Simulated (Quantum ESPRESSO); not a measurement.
## SiC under changes of volume

One of the cells (10.313 Å³/atom); the others are scaled copies at fixed shape and fractional positions:

```
Si C
1.0
     3.07569    0.00000    0.00000
    -1.53785    2.66363    0.00000
     0.00000    0.00000   10.07065
Si C
4 4
Direct
  0.00000 0.00000 0.18789
  0.00000 0.00000 0.68789
  0.33333 0.66667 0.43784
  0.66667 0.33333 0.93784
  0.00000 0.00000 0.00046
  0.00000 0.00000 0.50046
  0.33333 0.66667 0.24980
  0.66667 0.33333 0.74980
```

The cell is a database's computed one.

* Program: Quantum ESPRESSO 7.5
* Functional: PBE
* Potentials or basis: SSSP 1.3 efficiency PBE
* Cutoff: 748 eV
* Density cutoff: 5987 eV
* k mesh: 10 × 10 × 3
* Occupations: fermi-dirac, width 0.05 eV
* Spin: no spin polarisation

```csv
volume (Å³/atom),energy over the lowest point (meV/atom),pressure (GPa),gap on the mesh (eV)
9.694,?,?,?
9.900,26.00,14.3,2.23
10.107,11.00,8.9,2.23
10.313,2.54,4.1,2.23
10.519,0.00,-0.3,2.22
10.726,2.82,-4.2,2.22
10.932,10.52,-7.8,2.21
```

Question: What does the run at 9.694 Å³/atom give?

Answer: Energy over the lowest point 48.18 meV/atom; pressure 20.1 GPa; gap on the mesh 2.23 eV.

Worked out: A Birch-Murnaghan fit of order 3 (a polynomial in V^(-2/3)) to the other rows has its minimum at 10.51 Å³/atom with B0 = V·E''(V) = 213 GPa and B' = 3.8 at fixed shape and positions, which overstates the stiffness. It gives 48.08 meV/atom at 9.694 Å³/atom, against the run's 48.18, and -dE/dV = 20.1 GPa, against 20.1. A straight line through the other rows of the gap, of slope -0.201 eV per unit of ln V, extrapolates to 2.24 eV, against the run's 2.23.

Energies are extrapolated to zero smearing.

Caveats: an odd mesh through Γ misses points on the zone boundary, where band edges often lie.
